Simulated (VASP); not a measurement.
VASP 6.6.1 run: LiH

INCAR

```
IBRION = 2
LREAL = .FALSE.
EDIFFG = -5E-3
LCHARG = .FALSE.
NBANDS = 9
METAGGA = R2SCAN
ALGO = Normal
LASPH = .TRUE.
ENCUT = 600
SIGMA = 0.1
PREC = Accurate
ISMEAR = 0
EDIFF = 1E-7
NELM = 120
BMIX = 0.0001
LWAVE = .FALSE.
AMIX = 0.2
POTIM = 0.2
NSW = 40
ISIF = 3
```

KPOINTS

```
KPOINTS created by Atomic Simulation Environment
0
Gamma
10 10 10
0 0 0
```

POSCAR

```
Li H
 1.0000000000000000
     2.5060075266916240   -0.0000000000000000   -0.0000000000000000
     0.0000000000000000    2.5060075266916240    0.0000000000000000
    -0.0000000000000000    0.0000000000000000    2.5060075266916240
 Li  H
   1   1
Cartesian
  0.0000000000000000  0.0000000000000000  0.0000000000000000
  1.2530037633458120  1.2530037633458120  1.2530037633458120
```

The recommended PBE PAW datasets give the neutral cell 4 valence electrons.

Command

```
mpirun -np 1 vasp_std
```

Question: How does this run end, and what does it give?

Answer: It converged. Results: relaxed cell vector lengths 2.494, 2.494, 2.494 Å; relaxed cell volume 15.52 Å³.

OSZICAR

```
N       E                     dE             d eps       ncg     rms          rms(c)
DAV:   1    -0.213336016033E+01   -0.21334E+01   -0.16723E+03  1040   0.467E+02
DAV:   2    -0.688239743432E+01   -0.47490E+01   -0.46474E+01  1397   0.595E+01
DAV:   3    -0.694372214273E+01   -0.61325E-01   -0.61219E-01  1186   0.567E+00
DAV:   4    -0.694407660093E+01   -0.35446E-03   -0.35409E-03  1323   0.367E-01
DAV:   5    -0.694407855434E+01   -0.19534E-05   -0.19533E-05  1210   0.178E-02    0.268E+00
DAV:   6    -0.647664504827E+01    0.46743E+00   -0.12220E-01  1294   0.235E+00    0.212E+00
DAV:   7    -0.634673813518E+01    0.12991E+00   -0.45824E-01  1019   0.277E+00    0.527E-01
DAV:   8    -0.634218894018E+01    0.45492E-02   -0.32298E-02  1085   0.947E-01    0.206E-01
DAV:   9    -0.634180158004E+01    0.38736E-03   -0.28114E-03  1061   0.419E-01    0.107E-02
DAV:  10    -0.634182531638E+01   -0.23736E-04   -0.10562E-04  1208   0.102E-01    0.773E-03
...
DAV:   1    -0.634251260718E+01   -0.17548E-03   -0.21375E-03  1058   0.306E-01    0.984E-02
DAV:   2    -0.634247371303E+01    0.38894E-04   -0.11217E-04  1046   0.888E-02    0.806E-02
DAV:   3    -0.634239248379E+01    0.81229E-04   -0.32137E-05  1463   0.315E-02    0.121E-03
DAV:   4    -0.634239109347E+01    0.13903E-05   -0.70239E-07  1073   0.821E-03    0.981E-04
DAV:   5    -0.634238618762E+01    0.49059E-05   -0.21940E-07  1032   0.359E-03    0.379E-04
DAV:   6    -0.634238586414E+01    0.32348E-06   -0.86337E-09   565   0.103E-03    0.208E-04
DAV:   7    -0.634238539435E+01    0.46979E-06   -0.47948E-09   511   0.459E-04    0.856E-05
DAV:   8    -0.634238551868E+01   -0.12432E-06   -0.77988E-10   504   0.269E-04    0.155E-05
DAV:   9    -0.634238545166E+01    0.67020E-07   -0.50086E-11   504   0.761E-05
   5 F= -.63423855E+01 E0= -.63423855E+01  d E =-.571997E-03
```

```
ionic step  ΔE (meV/atom)  volume (Å³)  largest force (eV/Å)  pressure (GPa)  electronic steps
         1            0.0        15.74                 0.000           -0.69                16
         2           -0.1        15.71                 0.000           -0.61                 6
         3           -0.2        15.62                 0.000           -0.33                 9
         4           -0.3        15.43                 0.000            0.29                11
         5           -0.3        15.52                 0.000            0.00                 9
```

For comparison, a separate r²SCAN relaxation on usual settings, not on those above, ends at 15.52 Å³.
